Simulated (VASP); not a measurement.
Set up this calculation in VASP 6.6.1, as the native input.

```
Task                   : single point
Functional             : PBE
Potentials or basis    : VASP PAW PBE potentials, release 64 (Hf_pv, C)
Cutoff                 : 520 eV
k mesh                 : 10 × 10 × 10
Occupations            : fermi-dirac, width 0.05 eV
Spin                   : no spin polarisation
Further INCAR settings : ALGO = Normal; EDIFF = 1e-07; NBANDS = 14
```

The structure of HfC lies in POSCAR:

```
HfC
1.0
    0.0000000000      2.3250000000      2.3250000000
    2.3250000000      0.0000000000      2.3250000000
    2.3250000000      2.3250000000      0.0000000000
Hf C
1 1
Direct
    0.4887240000      0.5083250000      0.4884190000
   -0.0098520000      0.0191000000     -0.0063350000
```

The cell isn't the ideal one: atoms moved at random, drawn with an rms of 0.05 Å.

The input as run:

INCAR

```
SYSTEM = HfC
ALGO = Normal
EDIFF = 1E-7
ENCUT = 520
GGA = PE
ISIF = 2
ISMEAR = -1
LASPH = .TRUE.
LCHARG = .FALSE.
LREAL = .FALSE.
LWAVE = .FALSE.
NBANDS = 14
NELM = 80
PREC = Accurate
SIGMA = 0.05
```

KPOINTS

```
k-points
0
G
  10 10 10
  0 0 0
```

Potentials or basis: VASP PAW PBE potentials, release 64 (Hf_pv, C).

Launch:

```sh
$ cat potpaw_PBE.64/Hf_pv/POTCAR potpaw_PBE.64/C/POTCAR > POTCAR
$ mpirun -np 1 vasp_std > vasp.out
```

Results of the run:

* Pressure: -0.2 GPa
* Largest force: 0.362 eV/Å
* Band gap on the k mesh: none (metal or under the smearing width)

It took 60 s on 1 thread of Intel(R) Xeon(R) Platinum 8559C (Emerald Rapids), with other jobs on the host, peak memory 0.29 GiB.
